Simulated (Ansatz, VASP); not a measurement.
**P in VASP and in Ansatz**

```
P
1.0
    -1.32191    1.32191    1.32191
     1.32191   -1.32191    1.32191
     1.32191    1.32191   -1.32191
P
1
Cartesian
  0.0000 0.0000 0.0000
```

Change from the starting cell: volume scaled by 0.68, PAW files.

Alike in both runs: task single point; functional LDA; k mesh 17 × 17 × 17; occupations fermi-dirac, width 0.05 eV; no spin polarisation.

```csv
,VASP,Ansatz
version,VASP 6.6.1,Ansatz 0.2.0
potentials or method,"VASP PAW LDA potentials, release 64 (P)","PAW with Ansatz's default frozen-core files, scalar-relativistic"
plane-wave cutoff (eV),520,420
valence electrons in the cell,5,5
```

```tsv
	VASP	Ansatz	Ansatz less VASP
pressure (GPa)	90.0	91.1	+1.07
```

Caveats: the cell as given lies far from equilibrium; so large a pressure means that the cell lies far from this level's equilibrium, or that cutoff or potentials fall short (VASP).
